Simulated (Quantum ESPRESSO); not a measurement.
Runs of Quantum ESPRESSO 7.5 on La2O3. Symmetry: P-3m1, No. 164, trigonal system. Conventional cell: a = 3.931 Å, b = 3.931 Å, c = 6.112 Å, α = 90.00°, β = 90.00°, γ = 120.00°. La (site symmetry 3m) has 4 O at 2.36 to 2.44 Å as nearest neighbours. O (site symmetry -3m) has 6 La at 2.72 Å as nearest neighbours. Around O (site symmetry 3m) lie 4 La at 2.36 to 2.44 Å. The cell is a database's computed one.

```csv
level,potentials or basis,k mesh,mesh quality,pressure (GPa),largest force (eV/Å)
PBEsol,GBRV 1.5 PBEsol,"6 × 6 × 4, shifted",not flagged,-2.7,0.08
PBE,GBRV 1.5 PBE,"4 × 4 × 4, shifted",coarse,2.2,0.03
PBEsol,GBRV 1.5 PBEsol,"4 × 4 × 2, shifted",coarse,-2.7,0.07
PBEsol,GBRV 1.5 PBEsol,"2 × 2 × 2, shifted",coarse,-1.6,0.19
WC,GBRV 1.5 PBE,"4 × 4 × 4, shifted",coarse,(a),(b)
PBEsol,GBRV 1.5 PBEsol,"4 × 4 × 4, shifted",coarse,-2.7,0.08
AM05,GBRV 1.5 PBE,"4 × 4 × 4, shifted",coarse,-1.7,0.10
PBEsol,GBRV 1.5 PBEsol,"8 × 8 × 6, shifted",not flagged,-2.7,0.08
```

Alike in all rows: task dielectric tensor; no spin polarisation; cell as given; cutoff (eV) 612; smearing fermi-dirac 0.05 eV.

Estimate the missing entries.

(a) -2.2; (b) 0.04.

Caveats: some runs use coarse meshes; the potentials were made for another functional, which shifts forces and pressure (some runs).
